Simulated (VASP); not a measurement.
Rb, 4 atoms in the cell. It takes space group P6_3/mmc (No. 194, hexagonal). Conventional cell: a = 4.839 Å, b = 4.839 Å, c = 15.805 Å, α = 90.00°, β = 90.00°, γ = 120.00°. This isn't the form of Rb at room conditions, which is bcc.

| Item | Value |
| --- | --- |
| Program | VASP 6.6.1 |
| Task | single point |
| Functional | PBEsol |
| Potentials or basis | VASP PAW PBE potentials, release 64 (Rb_sv) |
| Cutoff | 520 eV |
| k mesh | 8 × 8 × 3 |
| Occupations | fermi-dirac, width 0.1 eV |
| Spin | no spin polarisation |
| Dipole correction | no |
| Further INCAR settings | ALGO = Fast; EDIFF = 1e-07; NBANDS = 26 |

Potentials or basis: VASP PAW PBE potentials, release 64 (Rb_sv).

Command:

```bash
$ cat potpaw_PBE.64/Rb_sv/POTCAR > POTCAR
$ mpirun -np 1 vasp_std > vasp.out
```

Hardware: 1 thread of AMD EPYC 9R45 (Zen 5), on a shared host.

Problem. Estimate the wall time of this run.

Solution. Run time: 2.4 min on 1 thread of AMD EPYC 9R45 (Zen 5) (shared host), peak memory 0.4 GiB. Counts: scf iterations 17, k points 20.
